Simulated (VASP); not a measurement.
## W: band structure with rSCAN

Crystal: W.

```
CELL_PARAMETERS angstrom
-1.58234 1.58234 1.58234
1.58234 -1.58234 1.58234
1.58234 1.58234 -1.58234
ATOMIC_POSITIONS crystal
W 0.00000 0.00000 0.00000
```

```yaml
Program: VASP 6.6.1
Task: band structure
Functional: rSCAN
Potentials_or_basis: VASP PAW PBE potentials, release 64 (W_sv)
Cutoff: 520 eV
k_mesh: 12 × 12 × 12
Occupations: fermi-dirac, width 0.05 eV
Spin: no spin polarisation
Further_INCAR_settings: ALGO = Normal; EDIFF = 1e-06
```

```
Pressure                : 2.5 GPa
Band gap along the path : none (metal or under the smearing width)
```

Levels at the corners of the path, in eV from the Fermi level:
| point | band 5 | band 6 | band 7 | band 8 | band 9 | band 10 |
| --- | --- | --- | --- | --- | --- | --- |
| Γ | -9.93 | -1.16 | -1.16 | -1.16 | 2.68 | 2.68 |
| H | -5.87 | -5.87 | 5.43 | 5.43 | 5.43 | 8.68 |
| H | -5.87 | -5.87 | 5.43 | 5.43 | 5.43 | 8.68 |
| N | -6.40 | -3.62 | 0.70 | 2.51 | 3.55 | 6.43 |
| N | -6.40 | -3.62 | 0.70 | 2.51 | 3.55 | 6.43 |
| Γ | -9.93 | -1.16 | -1.16 | -1.16 | 2.68 | 2.68 |
| Γ | -9.93 | -1.16 | -1.16 | -1.16 | 2.68 | 2.68 |
| P | -3.04 | -3.04 | -3.04 | 3.73 | 3.73 | 7.32 |
| P | -3.04 | -3.04 | -3.04 | 3.73 | 3.73 | 7.32 |
| H | -5.87 | -5.87 | 5.43 | 5.43 | 5.43 | 8.68 |
| P | -3.04 | -3.04 | -3.04 | 3.73 | 3.73 | 7.32 |
| N | -6.40 | -3.62 | 0.70 | 2.51 | 3.55 | 6.43 |

Wall time 41 s on 1 thread of Intel(R) Xeon(R) Platinum 8488C (Sapphire Rapids) (shared host), peak memory 0.14 GiB.

Caveat: the PAW data sets were made with another functional, which shifts forces and pressure a little; spin-orbit coupling is left out, which moves the levels of the heavy elements.
